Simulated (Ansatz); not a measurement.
An Ansatz (an electronic-structure program) run. Input:

Ansatz 0.2 input:
```yaml
crystal:
  lattice:
    - [3.5432405901, 0.0, 0.0]
    - [-1.771620295, 3.0685363627, 0.0]
    - [0.0, 0.0, 3.7862971777]
  atoms:
    - { symbol: Li, position: [0.0, 0.0, 0.5] }
    - { symbol: Li, position: [0.3333333333, 0.6666666667, 0.0] }
    - { symbol: Li, position: [0.6666666667, 0.3333333333, 0.0] }
    - { symbol: N, position: [0.0, 0.0, 0.0] }
kpoints:
  mp_grid: { grid: [9, 9, 6] }
hamiltonian:
  xc: lda
  pseudopotentials: { kind: paw }
scf:
  occupations: { method: fixed }
phonons:
  method: dfpt
  response_accuracy: low
  qmesh: [3, 3, 3]
  interpolated_qmesh: [18, 18, 14]
  dielectric: true
  rigid_motions: translations
  temperatures: { t_max: 1000, t_step: 50 }
  qpath:
    path:
      - [[0.0, 0.0, 0.0], [0.5, 0.0, 0.0], [0.3333333333, 0.3333333333, 0.0], [0.0, 0.0, 0.0], [0.0, 0.0, 0.5], [0.5, 0.0, 0.5], [0.3333333333, 0.3333333333, 0.5], [0.0, 0.0, 0.5]]  # Γ-M-K-Γ-A-L-H-A
      - [[0.5, 0.0, 0.5], [0.5, 0.0, 0.0]]  # L-M
      - [[0.3333333333, 0.3333333333, 0.5], [0.3333333333, 0.3333333333, 0.0]]  # H-K
    npoints: 9
```

Output (shortened):

```
WARN phonons: the dynamical matrix that this run interpolates holds no multipole term above the dipole-dipole one, and a site of this crystal is no centre of …
Pseudopotential: Li, paw, valence charge 3
Pseudopotential: N, paw, valence charge 5
Functional definition: SPW92
Crystal: 4 atoms, lattice volume = 41.167 Å³
Basis set: ecut = 420 eV, 787 PW (Γ), exchange–correlation on 48×48×54 points (8 copies of the dense FFT grid, shifted against one another)
Bands: 11, of which v1, the nominal top of the filled ones, is band 7 counted from 1 (6 counted from 0)
Symmetry: 24 space group operations
k-points: 140 of 486 (irreducible under 2 space group operations, time reversal used)
SCF iter   1: F=—  HF=-980.765733 eV  |F-HF|=—  |Δ(HF+E_count)|=         —  Δρ=9.64e-3  dr2=3.75e-2  ethr=1.77e-3  ⟨swp⟩=3.2  Hψ=6809  notcnv=0  defer=240
preconditioner: auto → none
SCF iter   2: F=—  HF=-980.751651 eV  |F-HF|=—  |Δ(HF+E_count)|=   1.41e-2  Δρ=8.24e-3  dr2=2.93e-2  ethr=2.68e-4  ⟨swp⟩=3.0  Hψ=3913  notcnv=0  defer=277
SCF iter   3: F=—  HF=-980.744606 eV  |F-HF|=—  |Δ(HF+E_count)|=   7.04e-3  Δρ=3.17e-3  dr2=4.57e-3  ethr=2.09e-4  ⟨swp⟩=2.0  Hψ=2273  notcnv=0  defer=261
SCF iter   4: F=—  HF=-980.742965 eV  |F-HF|=—  |Δ(HF+E_count)|=   1.64e-3  Δρ=1.11e-3  dr2=5.39e-4  ethr=3.27e-5  ⟨swp⟩=2.9  Hψ=2663  notcnv=0  defer=225
SCF iter   5: F=—  HF=-980.742746 eV  |F-HF|=—  |Δ(HF+E_count)|=   2.20e-4  Δρ=2.11e-4  dr2=2.02e-5  ethr=3.85e-6  ⟨swp⟩=2.7  Hψ=2648  notcnv=0  defer=121
SCF iter   6: F=—  HF=-980.742736 eV  |F-HF|=—  |Δ(HF+E_count)|=   9.20e-6  Δρ=2.04e-5  dr2=1.87e-7  ethr=1.44e-7  ⟨swp⟩=2.5  Hψ=2512  notcnv=0
SCF iter   7: F=—  HF=-980.742737 eV  |F-HF|=—  |Δ(HF+E_count)|=   8.14e-7  Δρ=1.11e-6  dr2=5.04e-10  ethr=1.34e-9  ⟨swp⟩=2.7  Hψ=2496  notcnv=0
SCF iter   8: F=-980.742737 eV  HF=-980.742737 eV  |F-HF|=4.55e-13  |Δ(HF+E_count)|=  1.41e-10  Δρ=5.08e-8  dr2=7.84e-13  ethr=1.00e-12  ⟨swp⟩=5.3  Hψ=5982  notcnv=0
SCF 1 converged in 8 iterations: F = -980.742737 eV  dr2 = 7.84e-13
NSCF: frozen V_eff on 4 k-points
DFPT response loops at Γ: preconditioner auto → none (the input reference at scf.mixing.eps_inf says where Resta's filter doesn't serve); β = 0.50 …
── the response to a field inside a basis, on 10×10×6 k-points: an SCF that follows is theirs, and a resumed run solves both again ──
Crystal: 4 atoms, lattice volume = 41.167 Å³
Bands: 8, of which v1, the nominal top of the filled ones, is band 7 counted from 1 (6 counted from 0)
k-points: 90 of 600 (irreducible under 8 space group operations)
SCF iter   1: F=—  HF=-980.746773 eV  |F-HF|=—  |Δ(HF+E_count)|=         —  Δρ=4.63e-4  dr2=1.38e-5  ethr=1.00e-1
preconditioner: auto → none
SCF iter   2: F=—  HF=-980.746776 eV  |F-HF|=—  |Δ(HF+E_count)|=   2.74e-6  Δρ=2.38e-4  dr2=9.74e-6  ethr=9.84e-8
SCF iter   3: F=—  HF=-980.746777 eV  |F-HF|=—  |Δ(HF+E_count)|=   6.85e-7  Δρ=1.49e-4  dr2=5.09e-6  ethr=6.96e-8
SCF iter   4: F=-980.746776 eV  HF=-980.746776 eV  |F-HF|=6.73e-11  |Δ(HF+E_count)|=   6.49e-7  Δρ=1.30e-5  dr2=2.34e-8  ethr=3.64e-8
SCF 1 converged in 4 iterations: F = -980.746776 eV  dr2 = 2.34e-8
DFPT response loops at Γ: mixed as the last ones told, above
WARN: field response: ε∞ stands inside a basis, on 10×10×6 points …
NSCF: frozen V_eff on 48 k-points
NSCF: frozen V_eff on 300 k-points
DFPT response loops at q = (0, 0, 0.3333333333333333) (fractional): preconditioner auto → Resta (q_TF=auto, 2.279 Å⁻¹)  ε∞=7.0 (no band partly filled) …
NSCF: frozen V_eff on 360 k-points
DFPT response loops at q = (0, 0.3333333333333333, 0) (fractional): mixed as the last ones told, above
NSCF: frozen V_eff on 540 k-points
DFPT response loops at q = (0, 0.3333333333333333, 0.3333333333333333) (fractional): mixed as the last ones told, above
NSCF: frozen V_eff on 360 k-points
DFPT response loops at q = (0.3333333333333333, 0.3333333333333333, 0) (fractional): mixed as the last ones told, above
NSCF: frozen V_eff on 540 k-points
DFPT response loops at q = (0.3333333333333333, 0.3333333333333333, 0.3333333333333333) (fractional): mixed as the last ones told, above
WARN: on the 18×18×14 q-mesh 11 entries of the irreducible table, 1.609e-2 modes per cell, the lowest at -74.40 cm⁻¹, stand at or below zero and are read as no …
SCF converged after 8 iterations
Free energy (F): -980.742737 eV
Harris-Foulkes:  -980.742737 eV  (|F-HF|=4.55e-13)
Internal energy: -980.742737 eV  (E = F + TS)
E sigma→0 (E₀):  -980.742737 eV
Fermi energy:    2.499142 eV
--- Per-component energies (eV) ---
  E_band       = -253.345253
  E_kinetic    = 198.793416
  E_local      = -641.552716  (includes V_loc(G=0)·N_el)
  E_nonlocal   = -51.604934
  E_hartree    = 207.201712
  E_xc         = -92.733182
  E_vxc        = -119.380272  (∫ρ·V_xc dr)
  E_paw        = -173.383908  (= ΣΔE_a)
  E_vpaw       = -54.004345  (= ΣTr[D̂ρ^β])
  E_aug_tail   = 0.000160  (compensation charges beyond the density's cutoff)
  E_ewald      = -427.543328
  E_core_change = 0.080044  (= ΣΔE_core)
  E_smearing   =  0.000000  (= −TS)
  E_closure    =  0.000000  (closes the sum)
  Σ components = -980.742737   (vs F -980.742737, Δ=0.00e0)
  [band-id]    e_kinetic+e_local+e_nonlocal+2·e_hartree+e_vxc+e_vpaw+e_augmentation_tail = -253.345269   (vs E_band -253.345253, Δ=-1.61e-5)
--- Band table (eV; the first three rows and the last of 140) ---
  k-point 0: bands = ["-40.8609", "-40.3925", "-40.3748", "-8.7761", "0.7722", "2.2758", "2.2758", "3.8353", "9.9151", "9.9151", "11.0729"]
  k-point 1: bands = ["-40.8595", "-40.3924", "-40.3759", "-8.7973", "0.3901", "2.3290", "2.3290", "4.5605", "10.0802", "10.0802", "10.8556"]
  k-point 2: bands = ["-40.8566", "-40.3922", "-40.3779", "-8.8393", "-0.1360", "2.4407", "2.4407", "5.9296", "10.3189", "10.4693", "10.4693"]
  k-point 139: bands = ["-40.7260", "-40.5184", "-40.3765", "-8.8453", "1.2578", "1.2797", "1.4893", "4.7563", "7.2226", "11.2836", "12.9216"]
--- Phonons (Γ-DFPT): 6 representative perturbations + reference, on 140 of 486 k-points (Σ response iterations 18) ---
  ASR residual: 5.827e-5 → 0.000e0 eV/Å²; symmetrization residual: 3.829e-6 eV/Å²
  ASR residual per site (eV/Å²): 7.99e-6 3.42e-6 3.42e-6 5.83e-5
  Γ frequencies (cm⁻¹): -74.40 0.00 0.00 0.00 322.81 322.81 455.27 455.27 508.40 650.65 650.65 710.17
  ε∞ (high-frequency dielectric tensor):
        5.939429     0.000000     0.000000
        0.000000     5.939429     0.000000
        0.000000     0.000000     5.491006
  ε⁰ (static dielectric tensor): not given — an optical mode at Γ is not stable, and the ionic part, a sum over the modes at Γ, is formed only where all of …
  softest optical mode at Γ: -74.40 cm⁻¹; the repairs (sum rule, projections) moved no ω² at Γ by more than (1.71 cm⁻¹)²
  Born effective charges Z* (e; rows j = field, columns β = displacement):
    site 0:
         0.93641    0.00000    0.00000
         0.00000    0.93641    0.00000
         0.00000    0.00000    1.06267
    site 1:
         0.92259    0.00000    0.00000
         0.00000    0.92259    0.00000
         0.00000    0.00000    0.42233
    site 2:
         0.92259    0.00000    0.00000
         0.00000    0.92259    0.00000
         0.00000    0.00000    0.42233
    site 3:
        -2.78158    0.00000    0.00000
         0.00000   -2.78158    0.00000
         0.00000    0.00000   -1.90734
  Z* charge neutrality: 3.971e-3 e pre-enforcement
  solved inside a basis spanned on kpoints, on 10×10×6 k-points, its susceptibility summed on 14×14×12 …
  optical modes at Γ without the LO–TO term, one row a degenerate level:
      ω (cm⁻¹)  modes    IR ((D/Å)²/amu)
        -74.40      1             0.0000
        322.81      2            12.3467
        455.27      2            30.2891
        508.40      1             2.2915
        650.65      2             0.0000
        710.17      1             8.6405
  optical modes at Γ + LO–TO along q̂ = [1.0000, 0.0000, 0.0000]:
      ω (cm⁻¹)  modes    IR ((D/Å)²/amu)
        -74.40      1             0.0000
        322.81      1             6.1733
        353.40      1             0.7887
        455.27      1            15.1445
        508.40      1             2.2915
        610.37      1            20.5291
        650.65      2             0.0000
        710.17      1             8.6405
  optical modes at Γ + LO–TO along q̂ = [0.0000, 1.0000, 0.0000]:
      ω (cm⁻¹)  modes    IR ((D/Å)²/amu)
        -74.40      1             0.0000
        322.81      1             6.1733
        353.40      1             0.7887
        455.27      1            15.1445
        508.40      1             2.2915
        610.37      1            20.5291
        650.65      2             0.0000
        710.17      1             8.6405
  optical modes at Γ + LO–TO along q̂ = [0.0000, 0.0000, 1.0000]:
      ω (cm⁻¹)  modes    IR ((D/Å)²/amu)
        -74.40      1             0.0000
        322.81      2            12.3467
        455.27      2            30.2891
        523.86      1             1.2265
        650.65      2             0.0000
        769.11      1             9.7054
  non-analytic LO–TO correction: the dipole-dipole term of the run's Born effective charges and high-frequency dielectric tensor (where they are solved with …
--- Phonons (arbitrary-q DFPT): 6 irreducible q on the 3×3×3 mesh ---
  q = [0.0000, 0.0000, 0.0000] (star 1, of the zone-centre solve; hermiticity 6.45e-7, symmetrization 1.41e-7): -74.40  0.00  0.00 0.00 322.81 322.81 455.27 455.27 508.40 650.65 650.65 710.17
  q = [0.0000, 0.0000, 0.3333] (star 2, 6 solved perturbations in 666 linear systems a pass and spin channel, the states on 150 of 486 k-point pairs; hermiticity 1.42e-7, symmetrization 2.84e-10): 68.23 97.28 97.28 254.56 297.74 297.74 452.66 452.66 561.67 650.08 650.08 717.52
  q = [0.0000, 0.3333, 0.0000] (star 6, 9 solved perturbations on 180 of 486 k-point pairs; hermiticity 6.99e-7, symmetrization 4.86e-9): 101.13 202.66 203.76 285.57 331.46 383.54 406.45 423.99 539.22 667.23 679.90 705.65
  q = [0.0000, 0.3333, 0.3333] (star 12, 9 solved perturbations on 270 of 486 k-point pairs; hermiticity 5.34e-7, symmetrization 7.50e-9): 160.52 202.54 234.28 313.83 351.75 384.94 394.91 501.87 526.60 624.06 677.70 707.28
  q = [0.3333, 0.3333, 0.0000] (star 2, 6 solved perturbations in 768 linear systems a pass and spin channel, the states on 180 of 486 k-point pairs; hermiticity 2.98e-6, symmetrization 9.84e-7): 244.26 275.04 281.06 281.06 284.99 284.99 463.32 463.32 550.98 550.98 703.00 721.64
  q = [0.3333, 0.3333, 0.3333] (star 4, 6 solved perturbations in 1152 linear systems a pass and spin channel, the states on 270 of 486 k-point pairs; hermiticity 2.24e-6, symmetrization 7.08e-7): 168.61 168.61 274.13 394.69 394.69 424.42 452.06 452.06 545.00 …
  sum rule: each row above includes the acoustic sum rule's correction from the zone centre's row sums; it moved no ω² by more than (1.06 cm⁻¹)²
  mesh force constants: q→R imaginary residual 1.31e-16; ASR residual 5.827e-5 → 0.000e0 eV/Å²; symmetrization residual 1.421e-14 eV/Å²
  interpolated dispersion: 85 rows × 12 modes
  density of states and harmonic sums: on the 18×18×14 q-mesh, interpolated from the force constants of a 3×3×3 supercell (with the dipole–dipole term)
  largest difference from the sums on the solved wave vectors: F 2.08e-2 eV, S 3.22e-5 and C_V 1.12e-5 eV/K
  zero-point energy: 0.310669 eV/cell   skipped modes (ω ≤ 0): 14, of them read as no rigid motion or as one in doubt …
```

Cost: around 5 core-minutes (rough) on shared cores.

Space group P6/mmm. The cell was relaxed with LDA under the symmetry of its start. At this level the phase is dynamically unstable (imaginary phonons).

Potentials: the later of the program's two PAW sets.

Ansatz is a plane-wave DFT program.
